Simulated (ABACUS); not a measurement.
Wanted: the native input for an ABACUS 3.10.1 run.

```
Task                                          : single point
Functional                                    : r2SCAN
Potentials or basis                           : SG15 ONCV 1.2 PBE
Cutoff                                        : 1442 eV
Density cutoff                                : 5769 eV
Basis                                         : plane waves
k mesh                                        : 8 × 8 × 8
Occupations                                   : fermi-dirac, width 0.05 eV
Spin                                          : no spin polarisation
Radial cutoff of the potentials (pseudo_rcut) : 10 bohr
SCF threshold on the density                  : 1e-08
Max SCF steps                                 : 100
Eigensolver                                   : dav
Mixing                                        : broyden
Mixing share                                  : 0.7
Symmetry key                                  : 1
```

Crystal: Cu.

```
CELL_PARAMETERS angstrom
0.00000 1.80750 1.80750
1.80750 0.00000 1.80750
1.80750 1.80750 0.00000
ATOMIC_POSITIONS crystal
Cu 0.00000 0.00000 0.00000
```

The input as run:

INPUT

```
INPUT_PARAMETERS
suffix              Cu
calculation         scf
basis_type          pw
pseudo_dir          ./
symmetry            1
dft_functional      MGGA_X_R2SCAN+MGGA_C_R2SCAN
ecutwfc             106
pseudo_rcut         10
nspin               1
nbands              20
ks_solver           dav
smearing_method     fd
smearing_sigma      0.00367493
scf_thr             1e-08
scf_nmax            100
mixing_type         broyden
mixing_beta         0.7
cal_force           1
cal_stress          1
mixing_tau          1
out_chg             1
kpar                4
```

STRU

```
ATOMIC_SPECIES
Cu 63.5460 Cu_ONCV_PBE-1.2.upf

LATTICE_CONSTANT
1.8897261246

LATTICE_VECTORS
0.0000000000 1.8075000000 1.8075000000
1.8075000000 0.0000000000 1.8075000000
1.8075000000 1.8075000000 0.0000000000

ATOMIC_POSITIONS
Cartesian

Cu
0.0
1
0.0000000000 0.0000000000 0.0000000000 1 1 1
```

KPT

```
K_POINTS
0
Gamma
8 8 8 0 0 0
```

Potentials or basis: SG15 ONCV 1.2 PBE, plane waves.

Command:

```sh
$ OMP_NUM_THREADS=1 mpirun -np 4 abacus > log
```

Results of the run:

| Quantity | Value |
| --- | --- |
| Pressure | -4.2 GPa |
| Band gap on the k mesh | none (metal or under the smearing width) |

Caveat: the k mesh is coarse (spacing up to 0.38 Å⁻¹), so the values aren't converged; the potentials were made for another functional, which shifts forces and pressure.

Run time: 6.6 s on 4 MPI ranks on Intel(R) Xeon(R) Platinum 8488C (Sapphire Rapids), with other jobs on the host, peak memory 0.28 GiB a rank.
